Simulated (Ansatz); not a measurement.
# P: pressure and energy change per atom against volume scale

Results calculated with Ansatz 0.2.0, not measured. Plane-wave DFT, scalar-relativistic PAW made under PBE with cores redone for the functional, no dispersion; the given relaxed cell is scaled uniformly, energy at zero smearing counts from the unscaled cell, pressure at the given Fermi-Dirac smearing is positive in compression.

The cell before it is scaled or strained (space group P6_3/mmc, No. 194):
```
P
1.0
      3.3008     0.0000     0.0000
     -1.6504     2.8585     0.0000
      0.0000     0.0000     3.2392
P
2
Direct
  0.33333 0.66667 0.25000
  0.66667 0.33333 0.75000
```

Settings of every row: spin polarised no; functional revPBE; wave cutoff 420 eV; smearing width 0.1 eV; k mesh 12x12x11.

Atom starting moment: 0 on all atoms.

Limits: the cell comes from a prototype or a list of computed structures and needn't be the stable phase.

```csv
row,volume scale,V (Å³/atom),pressure (GPa),energy change per atom (meV)
1,0.88,13.448,14.98,78.41
2,0.92,14.059,9.06,33.15
3,0.96,14.67,?,?
4,1.04,15.893,-2.98,5.69
5,1.08,16.504,-5.59,22.58
6,1.12,17.115,-7.74,48.36
```

Question: what pressure and energy change per atom should row 3 give?

Worked fit of pressure. Take u = (V_r/V)^(2/3) − 1 with V_r = 15.893 Å³ an atom, which is twice the finite (Eulerian) strain; such expansions in the strain, on which the Birch-Murnaghan equation of state is built, carry the rest volume and the bulk modulus. The shown rows have u = 0.1178, 0.08518, 0, -0.02484, -0.04818. Least squares give pressure = −2.986 + 113.957 × u + 326.1 × u² GPa; a straight line predicts inner rows, each left out in turn, worse (root mean square 0.93 against 0.039 GPa). The rows lie off it by 0.02, -0.03, 0.01, 0.03, -0.02. The pressure vanishes at u = 0.0245, or V = 15.33 Å³ an atom, and there the bulk modulus at fixed shape and fractions is B = −V dP/dV = (2/3)(1 + u) dP/du = 88.7 GPa. Letting shape and atoms relax would as a rule lower it, by much in layered, chain or molecular crystals. The withheld row has u = 0.05483, so the fit gives −2.986 + 113.957 × (0.05483) + 326.1 × (0.05483)² = 4.24 GPa.

The calculation gave 4.24 GPa. The fit meets it to the printed digit.

Worked fit of energy change per atom. Take u = (V_r/V)^(2/3) − 1 with V_r = 15.893 Å³ an atom, which is twice the finite (Eulerian) strain; such expansions in the strain, on which the Birch-Murnaghan equation of state is built, carry the rest volume and the bulk modulus. The shown rows have u = 0.1178, 0.08518, 0, -0.02484, -0.04818. Least squares give energy change per atom = 5.747 − 449.219 × u + 9049.71 × u² meV; a straight line predicts inner rows, each left out in turn, worse (root mean square 25 against 0.11 meV). The rows lie off it by 0.00, 0.01, -0.06, 0.09, -0.04 (root mean square 0.052 meV). Its lowest point lies at u = 0.0248, or V = 15.32 Å³ an atom, and the curvature there gives the bulk modulus at fixed shape and fractions, B = (4/9)(1 + u)² E″(u)/V = 88.4 GPa. Letting shape and atoms relax would as a rule lower it, by much in layered, chain or molecular crystals. The withheld row has u = 0.05483, so the fit gives 5.747 − 449.219 × (0.05483) + 9049.71 × (0.05483)² = 8.32 meV.

The calculation gave 8.17 meV. The fit lies 0.15 meV (1.8 % of the value, 0.21 % of the column's range) above it; its largest miss of a shown row is 0.09 meV.
